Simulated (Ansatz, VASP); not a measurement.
# Two plane-wave programs on Sc

```
Sc
1.0
    -1.86474    1.86474    1.86474
     1.86474   -1.86474    1.86474
     1.86474    1.86474   -1.86474
Sc
1
Direct
  0.00000 0.00000 0.00000
```

Alike in both runs: task single point; functional PBE; k mesh 14 × 14 × 14; occupations fermi-dirac, width 0.1 eV; no spin polarisation.

|  | VASP | Ansatz |
| --- | --- | --- |
| version | VASP 6.6.1 | Ansatz 0.2.0 |
| potentials or method | VASP PAW PBE potentials, release 64 (Sc_sv) | plane waves (420 eV) with PAW, scalar-relativistic |
| plane-wave cutoff (eV) | 520 | 420 |
| valence electrons in the cell | 11 | 11 |

```csv
,VASP,Ansatz,Ansatz less VASP
pressure (GPa),-1.9,-1.9,-0.03
```
